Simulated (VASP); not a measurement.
# KF (Carobbiite) (Fm-3m) in VASP: further runs

Runs on KF (Carobbiite). Level: PBEsol. Tasks: single point, relaxation of cell and atoms.

Program: VASP 6.6.1. These are calculated values, not measurements. Logs are shortened: lines on timing, memory, paths and dates and some standing lists are left out, and cuts for length are marked.

### Step 1. The structure

Symmetry: Fm-3m, No. 225, cubic system. The conventional cell has a = 5.308 Å, b = 5.308 Å, c = 5.308 Å, α = 90.00°, β = 90.00°, γ = 90.00°. K (site symmetry m-3m) is surrounded by 6 F at 2.65 Å. Around F (site symmetry m-3m) lie 6 K at 2.65 Å.

### Step 2. Single point, PBEsol

Contents of INCAR:

```
SYSTEM = KF
  PREC = Accurate
  ENCUT = 520
  EDIFF = 1E-6
  ISMEAR = 0
  SIGMA = 0.02
  LREAL = .FALSE.
  LASPH = .TRUE.
  NELM = 60
  ALGO = Normal
  ISIF = 2
  LWAVE = .FALSE.
  LCHARG = .TRUE.
  GGA = PS
  LELF = .TRUE.
  LVHAR = .TRUE.
  NBANDS = 15
```

Contents of KPOINTS:

```
regular mesh
0
G
  8 8 8
  0 0 0
```

Contents of POSCAR:

```
KF
1.0
    0.0000000000      2.6542112430      2.6542112430
    2.6542112430      0.0000000000      2.6542112430
    2.6542112430      2.6542112430      0.0000000000
K F
1 1
Direct
    0.0000000000      0.0000000000      0.0000000000
    0.5000000000      0.5000000000      0.5000000000
```

Potentials or basis: VASP PAW PBE potentials, release 64 (K_sv, F).

Launch:

```console
$ cat potpaw_PBE.64/K_sv/POTCAR potpaw_PBE.64/F/POTCAR > POTCAR
$ mpirun -np 1 vasp_std > vasp.out
```

OUTCAR:

```text
SYSTEM = KF
   PREC = Accurate
   ENCUT = 520
   EDIFF = 1E-6
   ISMEAR = 0
   LREAL = .FALSE.
   LASPH = .TRUE.
   NELM = 60
   ISIF = 2
   GGA = PS

 ion  position               nearest neighbor table
   1  0.000  0.000  0.000-   2 2.65   2 2.65   2 2.65   2 2.65   2 2.65   2 2.65
   2  0.500  0.500  0.500-   1 2.65   1 2.65   1 2.65   1 2.65   1 2.65   1 2.65

  LATTYP: Found a face centered cubic cell.
 ALAT       =     5.3084224860

  Lattice vectors:

 A1 = (   0.0000000000,   2.6542112430,   2.6542112430)
 A2 = (   2.6542112430,   0.0000000000,   2.6542112430)
 A3 = (   2.6542112430,   2.6542112430,   0.0000000000)

Analysis of symmetry for initial positions (statically):
=====================================================================
 Subroutine PRICEL returns:
 Original cell was already a primitive cell.

 Routine SETGRP: Setting up the symmetry group for a
 face centered cubic supercell.

 Subroutine GETGRP returns: Found 48 space group operations
 (whereof 48 operations were pure point group operations)
 out of a pool of 48 trial point group operations.

The static configuration has the point symmetry O_h .

Analysis of symmetry for dynamics (positions and initial velocities):
=====================================================================
 Subroutine PRICEL returns:
 Original cell was already a primitive cell.

 Routine SETGRP: Setting up the symmetry group for a
 face centered cubic supercell.

 Subroutine GETGRP returns: Found 48 space group operations
 (whereof 48 operations were pure point group operations)
 out of a pool of 48 trial point group operations.

The dynamic configuration has the point symmetry O_h .

 Subroutine INISYM returns: Found 48 space group operations
 (whereof 48 operations are pure point group operations),
 and found     1 'primitive' translations

----------------------------------------------------------------------------------------

                                     Primitive cell

  volume of cell :      37.3970

  direct lattice vectors                    reciprocal lattice vectors
     0.000000000  2.654211243  2.654211243    -0.188379882  0.188379882  0.188379882
     2.654211243  0.000000000  2.654211243     0.188379882 -0.188379882  0.188379882
     2.654211243  2.654211243  0.000000000     0.188379882  0.188379882 -0.188379882

  length of vectors
     3.753621537  3.753621537  3.753621537     0.326283526  0.326283526  0.326283526

  position of ions in fractional coordinates (direct lattice)
     0.000000000  0.000000000  0.000000000
     0.500000000  0.500000000  0.500000000

  ion indices of the primitive-cell ions
   primitive index   ion index
                 1           1
                 2           2

----------------------------------------------------------------------------------------

 KPOINTS: regular mesh

Automatic generation of k-mesh.
 Grid dimensions read from file:
 generate k-points for:    8    8    8

 Generating k-lattice:

  Cartesian coordinates                     Fractional coordinates (reciprocal lattice)
    -0.023547485  0.023547485  0.023547485     0.125000000  0.000000000  0.000000000
     0.023547485 -0.023547485  0.023547485     0.000000000  0.125000000  0.000000000
     0.023547485  0.023547485 -0.023547485     0.000000000  0.000000000  0.125000000

  Length of vectors
     0.040785441  0.040785441  0.040785441

  Shift w.r.t. Gamma in fractional coordinates (k-lattice)
     0.000000000  0.000000000  0.000000000

 Subroutine IBZKPT returns following result:
 ===========================================

 Found     29 irreducible k-points:

 Following reciprocal coordinates:
            Coordinates               Weight
  0.000000  0.000000  0.000000      1.000000
  0.125000  0.000000  0.000000      8.000000
  0.250000  0.000000  0.000000      8.000000
  0.375000  0.000000  0.000000      8.000000
  0.500000  0.000000  0.000000      4.000000
  0.125000  0.125000  0.000000      6.000000
[... 16 lines left out ...]
  0.500000  0.250000  0.125000     48.000000
 -0.375000  0.250000  0.125000     24.000000
 [... further k-points ...]
   k-points           NKPTS =     29   k-points in BZ     NKDIM =     29   number of bands    NBANDS=     15
   number of dos      NEDOS =    301   number of ions     NIONS =      2
   total plane-waves  NPLWV =  21952
   dimension x,y,z NGX =    28 NGY =   28 NGZ =   28
   dimension x,y,z NGXF=    56 NGYF=   56 NGZF=   56
   ions per type =               1   1
   NGX,Y,Z   is equivalent  to a cutoff of  12.40, 12.40, 12.40 a.u.
   NGXF,Y,Z  is equivalent  to a cutoff of  24.80, 24.80, 24.80 a.u.
 SYSTEM =  KF
   PREC   = accura    normal or accurate (medium, high low for compatibility)
   ISTART =      0    job   : 0-new  1-cont  2-samecut
   ICHARG =      2    charge: 1-file 2-atom 10-const
   ISPIN  =      1    spin polarized calculation?
   LNONCOLLINEAR =      F non collinear calculations
   LSORBIT =      F    spin-orbit coupling
   LASPH  =      T    aspherical Exc in radial PAW
   ENCUT  =  520.0 eV  38.22 Ry    6.18 a.u.   6.98  6.98  6.98*2*pi/ulx,y,z
   NELM   =     60;   NELMIN=  2; NELMDL= -5     # of ELM steps
   EDIFF  = 0.1E-05   stopping-criterion for ELM
   LREAL  =      F    real-space projection
   EDIFFG = 0.1E-04   stopping-criterion for IOM
   NSW    =      0    number of steps for IOM
   IBRION =     -1    ionic relax: 0-MD 1-quasi-New 2-CG
   NFREE  =      0    steps in history (QN), initial steepest desc. (CG)
   ISIF   =      2    stress and relaxation
   ISYM   =      2    0-nonsym 1-usesym 2-fastsym
   POTIM  = 0.5000    time-step for ionic-motion
   TEBEG  =    0.0;   TEEND  =   0.0 temperature during run
   PSTRESS=    0.0 pullay stress
   NELECT =      16.0000    total number of electrons
   NUPDOWN=      -1.0000    fix difference up-down
   EMIN   =  10.00;   EMAX   =-10.00  energy-range for DOS
   EFERMI =   0.00;   METHOD = LEGACY
   ISMEAR =     0;   SIGMA  =   0.02  broadening in eV -4-tet -1-fermi 0-gaus
   EFERMI_NEDOS =   21; number of points for ismear=-14 and -15
   IALGO  =     38    algorithm
   IMIX   =      4    mixing-type and parameters
     AMIX     =   0.40;   BMIX     =  1.00
     AMIX_MAG =   1.60;   BMIX_MAG =  1.00
  volume/ion in A,a.u.               =      18.70       126.18
  Fermi-wavevector in a.u.,A,eV,Ry     =   1.233586  2.331139 20.704445  1.521734
  Thomas-Fermi vector in A             =   2.368310
   LORBIT       =      0    0 simple, 1 ext, 2 COOP (PROOUT), +10 PAW based schemes
   GGA     = PS    functional components
   LHFCALC =     F    Hartree Fock is set to
   AEXX    =    0.0000 exact exchange contribution
   IVDW    =     0    specifies the selected vdW correction
   LEPSILON=     F    determine dielectric tensor
   LRPA    =     F    only Hartree local field effects (RPA)
 non-spin polarized calculation
 Gauss-broadening in eV      SIGMA  =   0.02
  energy-cutoff  :      520.00
  volume of cell :       37.40
 maximum number of plane-waves:      1036
   NGX = 13   NGY = 13   NGZ = 13

 number of electron      16.0000012 magnetization

 Free energy of the ion-electron system (eV)
  ---------------------------------------------------
  ext. energy  EPLUGINS =         0.00000000
  ---------------------------------------------------
  free energy    TOTEN  =        -8.52007680 eV

  energy without entropy =       -8.52007680  energy(sigma->0) =       -8.52007680

 E-fermi :  -2.6943     XC(G=0):  -8.7053

 val. band max:       -2.8557600104   @ k =   0.0000   0.0000   0.0000
 cond. band min:       3.2735670564   @ k =   0.0000   0.0000   0.0000
 fundamental gap:      6.1293270669
 Fermi energy:        -2.6942771266

 k-point     1 :       0.0000    0.0000    0.0000
  band No.  band energies     occupation
      1     -28.7657      2.00000
      2     -21.3945      2.00000
      3     -12.0618      2.00000
      4     -12.0618      2.00000
      5     -12.0618      2.00000
      6      -2.8558      2.00000
      7      -2.8558      2.00000
      8      -2.8558      2.00000
      9       3.2736      0.00000
     10       7.8313      0.00000
     11       7.8313      0.00000
     12       7.8313      0.00000
     13       9.5335      0.00000
     14       9.5335      0.00000
     15      13.9853      0.00000

 k-point     2 :       0.1250    0.0000    0.0000
  band No.  band energies     occupation
      1     -28.7501      2.00000
      2     -21.4096      2.00000
      3     -12.1055      2.00000
      4     -12.0676      2.00000
      5     -12.0676      2.00000
      6      -3.0045      2.00000
      7      -2.9124      2.00000
      8      -2.9124      2.00000
      9       3.7180      0.00000
     10       7.5678      0.00000
     11       8.0485      0.00000
     12       8.0485      0.00000
     13       9.6863      0.00000
     14       9.6863      0.00000
     15      14.7726      0.00000

 k-point     3 :       0.2500    0.0000    0.0000
  band No.  band energies     occupation
      1     -28.7121      2.00000
      2     -21.4455      2.00000
      3     -12.2098      2.00000
      4     -12.0812      2.00000
      5     -12.0812      2.00000
      6      -3.3184      2.00000
      7      -3.0461      2.00000
      8      -3.0461      2.00000
      9       4.8180      0.00000
     10       7.2114      0.00000
     11       8.5880      0.00000
     12       8.5880      0.00000
     13      10.1575      0.00000
     14      10.1575      0.00000
     15      15.8943      0.00000
[... 343 lines left out ...]
 k-point    23 :       0.5000    0.2500    0.1250
  band No.  band energies     occupation
      1     -28.6566      2.00000
      2     -21.4656      2.00000
      3     -12.3612      2.00000
      4     -12.2809      2.00000
      5     -12.1312      2.00000
      6      -3.4464      2.00000
      7      -3.1730      2.00000
      8      -3.0186      2.00000
      9       6.3475      0.00000
     10       6.7704      0.00000
     11       8.9523      0.00000
     12       9.7933      0.00000
     13      10.7503      0.00000
     14      11.7493      0.00000
     15      13.4970      0.00000

 k-point    24 :      -0.3750    0.2500    0.1250
  band No.  band energies     occupation
      1     -28.6443      2.00000
      2     -21.4718      2.00000
      3     -12.4095      2.00000
      4     -12.2993      2.00000
      5     -12.1392      2.00000
      6      -3.4532      2.00000
      7      -3.1494      2.00000
      8      -3.1211      2.00000
      9       6.5210      0.00000
     10       7.2179      0.00000
     11       8.8868      0.00000
     12       9.9523      0.00000
     13      11.2483      0.00000
     14      12.3077      0.00000
     15      12.5646      0.00000

 [... further k-points ...]

------------------------ aborting loop because EDIFF is reached ----------------------------------------

  FORCE on cell =-STRESS in cart. coord.  units (eV):
  Direction    XX          YY          ZZ          XY          YZ          ZX
  --------------------------------------------------------------------------------------
  -------------------------------------------------------------------------------------
  Total        0.0051253      0.0051253      0.0051253      0.0000000      0.0000000     -0.0000000
  in kB        0.2195798      0.2195798      0.2195798      0.0000000      0.0000000     -0.0000000
  external PRESSURE =       0.2195798 kB  Pullay stress =       0.0000000 kB

 VOLUME and BASIS-vectors are now :
 -----------------------------------------------------------------------------
  energy-cutoff  :      520.00
  volume of cell :       37.40
      direct lattice vectors                 reciprocal lattice vectors
     0.000000000  2.654211243  2.654211243    -0.188379882  0.188379882  0.188379882
     2.654211243  0.000000000  2.654211243     0.188379882 -0.188379882  0.188379882
     2.654211243  2.654211243  0.000000000     0.188379882  0.188379882 -0.188379882

 POSITION                                       TOTAL-FORCE (eV/Angst)
 -----------------------------------------------------------------------------------
      0.00000      0.00000      0.00000         0.000000      0.000000      0.000000
      2.65421      2.65421      2.65421        -0.000000     -0.000000     -0.000000
 -----------------------------------------------------------------------------------
    total drift:                                0.000000      0.000000      0.000000

  FREE ENERGIE OF THE ION-ELECTRON SYSTEM (eV)
  ---------------------------------------------------
  free  energy   TOTEN  =        -8.5200767998 eV

  energy  without entropy=       -8.5200767998  energy(sigma->0) =       -8.52007680
```

It took 9.1 s on 1 thread of Intel Xeon Platinum 8559C (Emerald Rapids), shared host; peak memory 0.16 GiB.

What came out:

- Free energy: -8.5201 eV
- Pressure: 0.0 GPa
- Band gap on the k mesh: 6.13 eV, direct

Caveat: the PAW data sets were made with another functional, which shifts forces and pressure a little. A k mesh can miss the band edges.

### Step 3. Relaxation of cell and atoms, PBEsol

This run uses another cell than the first one, of 19.07 Å³/atom, 1.020 times its volume.

Contents of INCAR:

```
PREC = Accurate
ENCUT = 600
EDIFF = 1E-7
ISMEAR = 0
SIGMA = 0.02
LREAL = F
LASPH = T
NELM = 100
ALGO = Normal
ISIF = 3
LWAVE = F
LCHARG = F
GGA = PS
IBRION = 2
NSW = 100
EDIFFG = -0.005
```

Contents of KPOINTS:

```
regular mesh
0
Gamma
  8 8 8
```

Contents of POSCAR:

```
KF
1.0
    0.0000000000      2.6718500000      2.6718500000
    2.6718500000      0.0000000000      2.6718500000
    2.6718500000      2.6718500000      0.0000000000
K F
1 1
Direct
    0.0000000000      0.0000000000      0.0000000000
    0.5000000000      0.5000000000      0.5000000000
```

Potentials or basis: VASP PAW PBE potentials, release 64 (K_sv, F).

Launch:

```console
$ cat potpaw_PBE.64/K_sv/POTCAR potpaw_PBE.64/F/POTCAR > POTCAR
$ mpirun -np 1 vasp_std > vasp.out
```

It took 24 s on 1 thread of Intel Xeon Platinum 8559C (Emerald Rapids), shared host; peak memory 0.17 GiB.

The run converged. Its results:

| Item | Value |
| --- | --- |
| Free energy | -8.5227 eV |
| Relaxed volume | 18.69 Å³/atom |
| Relaxed cell | a = 3.753 Å, b = 3.753 Å, c = 3.753 Å, α = 60.00°, β = 60.00°, γ = 60.00° |
| Space group after relaxing (to 0.05 Å) | Fm-3m (No. 225) |
| Energy gained by relaxing | 0.8 meV/atom |
| Ionic steps | 3 |
| Pressure after relaxing | 0.0 GPa |
| Band gap on the k mesh | 6.13 eV, direct |

Step by step:
| step | energy change (eV) | largest force (eV/Å) | pressure (GPa) | volume (Å³) |
| --- | --- | --- | --- | --- |
| 1 | 0.0000 | 0.0000 | -0.64 | 38.15 |
| 2 | -0.0012 | 0.0000 | -0.29 | 37.73 |
| 3 | -0.0015 | 0.0000 | 0.01 | 37.39 |

Final structure:
```xyz
2
Lattice="0.0000 2.6540 2.6540 2.6540 0.0000 2.6540 2.6540 2.6540 0.0000" Properties=species:S:1:pos:R:3 pbc="T T T"
K     0.0000    0.0000    0.0000
F     2.6540    2.6540    2.6540
```

Levels at points of the mesh, in eV from the valence-band top:
```
           k point  band 4  band 5  band 6  band 7  band 8  band 9  band 10  band 11  band 12
(0.00, 0.00, 0.00)   -9.20   -9.20    0.00    0.00    0.00    6.13    10.69    10.69    10.69
(0.50, 0.00, 0.00)   -9.24   -9.24   -0.84   -0.37   -0.37    9.06    10.61    12.14    12.14
(0.50, 0.50, 0.00)   -9.44   -9.44   -0.20   -0.05   -0.05    8.11    10.35    11.82    13.71
```

Caveat: the PAW data sets were made with another functional, which shifts forces and pressure a little. A k mesh can miss the band edges.

(Continued in part 2 of 2.)
